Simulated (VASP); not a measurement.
Wanted: the native input for a VASP 6.6.1 run.

| Property | Result |
| --- | --- |
| Task | relaxation of shape and atoms at fixed volume |
| Functional | PBE |
| Dispersion | D3(BJ) |
| Potentials or basis | VASP PAW PBE potentials, release 64 (C, O) |
| Cutoff | 600 eV |
| k mesh | 12 × 12 × 12 |
| Occupations | gaussian, width 0.03 eV |
| Spin | no spin polarisation |
| Further INCAR settings | ALGO = Fast; EDIFF = 1e-07; IBRION = 2; EDIFFG = -0.01; NSW = 40; ISIF = 4 |

The structure of CO2 lies in POSCAR:

```
CO2                                     
1.0
   -1.9821288995      1.9821288995      3.0077877342
    1.9821288995     -1.9821288995      3.0077877342
    1.9821288995      1.9821288995     -3.0077877342
  C               O             
     2     4
Direct
     0.0000000000000000    0.0000000000000000    0.0000000000000000
     0.7500000000000000    0.2500000000000000    0.5000000000000000
     0.3750000000000000    0.2927352918150434    0.4177352918150434
     0.7072647081849567    0.1250000000000000    0.0822647081849566
     0.8750000000000000    0.9572647081849567    0.5822647081849567
     0.0427352918150434    0.6250000000000000    0.9177352918150433
```

The cell isn't the ideal one: a relaxed cell with its volume scaled by 1.02.

These files were run (other wordings do the same):

INCAR

```
SYSTEM = CO2
ALGO = Fast
EDIFF = 1E-7
EDIFFG = -0.01
ENCUT = 600
GGA = PE
IBRION = 2
ISIF = 4
ISMEAR = 0
IVDW = 12
KPAR = 2
LASPH = .True.
LCHARG = .False.
LREAL = .False.
LWAVE = .False.
NELM = 80
NSW = 40
PREC = Accurate
SIGMA = 0.03
```

KPOINTS

```
k-points
0
Gamma
  12 12 12
  0 0 0
```

Potentials or basis: VASP PAW PBE potentials, release 64 (C, O).

The run is started by

```console
$ cat potpaw_PBE.64/C/POTCAR potpaw_PBE.64/O/POTCAR > POTCAR
$ mpirun -np 2 vasp_std > vasp.out
```

Results of the run:

- Energy gained by relaxing: 1.1 meV/atom
- Ionic steps: 5
- Pressure after relaxing: -2.7 GPa
- Band gap on the k mesh: 7.62 eV, indirect (least direct gap 8.05 eV)
- Dispersion energy per atom: -0.100 eV

Run time: 4.9 min on 2 MPI ranks on Intel(R) Xeon(R) Platinum 8375C CPU @ 2.90GHz (Ice Lake) (shared host), peak memory 0.32 GiB a rank.
